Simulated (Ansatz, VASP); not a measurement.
One calculation of Rb, two programs

File INCAR:

```
ALGO = Normal ; EDIFF = 1E-6
EDIFFG = -0.005 ; ENCUT = 600
GGA = PE ; IBRION = 2
ISIF = 3 ; ISMEAR = 0
LASPH = True ; LCHARG = False
LREAL = False ; LWAVE = False
NELM = 100 ; NSW = 100
PREC = Accurate ; SIGMA = 0.1
```

Contents of KPOINTS:

```
k-points
0
Gamma
  10 10 10
```

The input POSCAR:

```
Rb
1.0
   -2.8060000000      2.8060000000      2.8060000000
    2.8060000000     -2.8060000000      2.8060000000
    2.8060000000      2.8060000000     -2.8060000000
Rb
1
Direct
    0.0000000000      0.0000000000      0.0000000000
```

Input for Ansatz:

```yaml
crystal:
  lattice:
    - [-2.806, 2.806, 2.806]
    - [2.806, -2.806, 2.806]
    - [2.806, 2.806, -2.806]
  atoms:
    - { symbol: Rb, position: [0.0, 0.0, 0.0] }
basis:
  ecutwfc: 420
kpoints:
  mp_grid: { grid: [10, 10, 10] }
hamiltonian:
  xc: pbe
scf:
  occupations: { method: gaussian, width: 0.1 }
output:
  forces: true
  stress: true
  eigenvalues: true
  write_density: true
  write_potential: true
  elf: true
  volumetric_format: npy
relax:
  adjacent_minimum: "off"
  f_tol: 0.005
  max_steps: 80
  cell: { stress_tol: 0.05 }
```

Alike in both runs: task relaxation of cell and atoms; functional PBE; k mesh 10 × 10 × 10; occupations gaussian, width 0.1 eV; no spin polarisation.

```csv
,VASP,Ansatz
version,VASP 6.6.1,Ansatz 0.2.0
potentials or method,"VASP PAW PBE potentials, release 64 (Rb_sv)","scalar-relativistic, plane waves, PAW"
plane-wave cutoff (eV),600,420
valence electrons in the cell,9,9
```

Ansatz gave:

```
gap on the k mesh at the Fermi level, each at its own relaxed structure (eV) : none
relaxed volume (Å³/atom)                                                     : 91.17
relaxed cell length with the largest relative difference (Å)                 : 4.911
```

**Question.** Estimate VASP's values.

**Answer.** gap on the k mesh at the Fermi level, each at its own relaxed structure (eV): none; relaxed volume (Å³/atom): 91.14; relaxed cell length with the largest relative difference (Å): 4.910.

A gap of «none» marks a metal or a gap that the smearing closes.

PBE usually gives volumes a little too large and moduli too small. Zero-point motion and thermal expansion aren't in these numbers.
